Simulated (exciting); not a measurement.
## LiH under changes of volume

One of the cells (8.449 Å³/atom); the others are scaled copies at fixed shape and fractional positions:

```xyz
2
Lattice="0.0000 2.0368 2.0368 2.0368 0.0000 2.0368 2.0368 2.0368 0.0000" Properties=species:S:1:pos:R:3 pbc="T T T"
Li    0.0000    0.0000    0.0000
H     2.0368    2.0368    2.0368
```

- Program: exciting (release sodium)
- Functional: PBE
- Potentials or basis: all-electron LAPW+lo, shipped species files, valence relativity zora
- rgkmax: 5
- k mesh: 11 × 11 × 11
- Occupations: fermi-dirac, width 0.05 eV
- Spin: no spin polarisation

```tsv
volume (Å³/atom)	energy over the lowest point (meV/atom)	gap on the mesh (eV)
7.942	0.11	3.18
8.111	0.00	3.19
8.280	0.68	3.20
8.449	2.07	3.21
8.618	4.10	3.22
8.787	6.73	3.23
8.956	?	?
```

Question: What does the run at 8.956 Å³/atom give?

Answer: Energy over the lowest point 9.86 meV/atom; gap on the mesh 3.24 eV.

Worked out: A Birch-Murnaghan fit of order 3 (a polynomial in V^(-2/3)) to the other rows has its minimum at 8.05 Å³/atom with B0 = V·E''(V) = 37 GPa and B' = 3.5. It gives 9.89 meV/atom at 8.956 Å³/atom, against the run's 9.86. A straight line through the other rows of the gap, of slope 0.494 eV per unit of ln V (its deformation potential), extrapolates to 3.24 eV, against the run's 3.24.

Energies are extrapolated to zero smearing.

Caveats: an odd mesh through Γ misses points on the zone boundary, where band edges often lie.
